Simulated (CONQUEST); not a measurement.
Ga:

```
Ga
1.0
     2.76880    0.00000    0.00000
     0.00000    2.76880    0.00000
     0.00000    0.00000    4.62245
Ga
2
Direct
  0.00000 0.00000 0.00000
  0.50000 0.50000 0.50000
```

This isn't the form of Ga at room conditions, which is orthorhombic.

```yaml
Program: CONQUEST 1.3
Task: single point
Functional: PBE
Potentials_or_basis: PseudoDojo NC PBE, DZP, grid cutoff 120 Ha
k_mesh: 10 × 10 × 6
Occupations: fermi-dirac, width 0.05 eV
Spin: no spin polarisation
```

On this cell: pressure 5.0 GPa; largest force under 0.003 eV/Å; band gap on the k mesh none (metal or under the smearing width).

The same run follows on a disturbed copy (atoms of the box moved at random, drawn with an rms of 0.05 Å):

```
Ga
1.0
     2.76880    0.00000    0.00000
     0.00000    2.76880    0.00000
     0.00000    0.00000    4.62245
Ga
2
Direct
  0.99246 0.99314 0.00973
  0.50341 0.50169 0.50104
```

Problem. What changes?

Solution. The energy (extrapolated to zero smearing) moves by +1.5 meV/atom; pressure 5.0 GPa; largest force 0.147 eV/Å; band gap on the k mesh none (metal or under the smearing width).

Forces on the atoms (eV/Å):
```
Ga   0.012  0.010 -0.144
Ga  -0.007 -0.007  0.147
```

Stress tensor (GPa, compression positive):
```
 5.36  0.10 -0.03
 0.10  5.36 -0.02
-0.03 -0.02  4.26
```

Caveats: the box holds several primitive cells, so bands are folded and the points are those of the box's own zone; the basis of atomic orbitals isn't converged, which shifts pressures, moduli and gaps.
